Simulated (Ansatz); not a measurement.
## Sn3Ge2: computed properties

Computed with DFT PBE, scalar-relativistic, plane waves, PAW (Ansatz 0.2.0).

Plane waves to 420 eV, a k mesh through Γ of 12×12×12 on the computed 5-atom cell and Gaussian smearing (0.10 eV); no spin polarisation.

The structure is relaxed at this level of theory with its symmetry kept, and needn't be the ground state of this composition.

Space group R-3m (No. 166), trigonal, a = 3.338 Å, c = 38.559 Å. Around Sn on a site of symmetry 3m lie 3 Ge at 3.11 Å and 9 Sn at 3.34–3.51 Å; Sn on a site of symmetry -3m has 6 Ge at 3.18 Å and 6 Sn at 3.34 Å; Ge is surrounded by 6 Sn at 3.11–3.18 Å and 6 Ge at 3.34 Å.

```json
{
  "Volume per atom": "24.81 Å³",
  "Formation energy from the elements' standard states (uncorrected)": "+0.207 eV/atom",
  "Kohn–Sham band gap": "none (metal)",
  "Density of states at the Fermi level": "2.7 states/eV per cell",
  "Orbital (Löwdin) character within 0.5 eV of the Fermi level": "Sn 5p 45 %, Ge 4p 37 %, Sn 5s 10 %",
  "Bader charge by site (e)": "Sn (2 in the cell) 0.07, Sn (1 in the cell) 0.12, Ge (2 in the cell) -0.13"
}
```

Another cell of Sn3Ge2 relaxed alike, in I4/mmm, lies 26 meV/atom lower, so this cell isn't the stable form at this level.

The cell was found from a structure generator's guess, not taken from experiment. Löwdin shares on free-atom orbitals overweight diffuse shells.
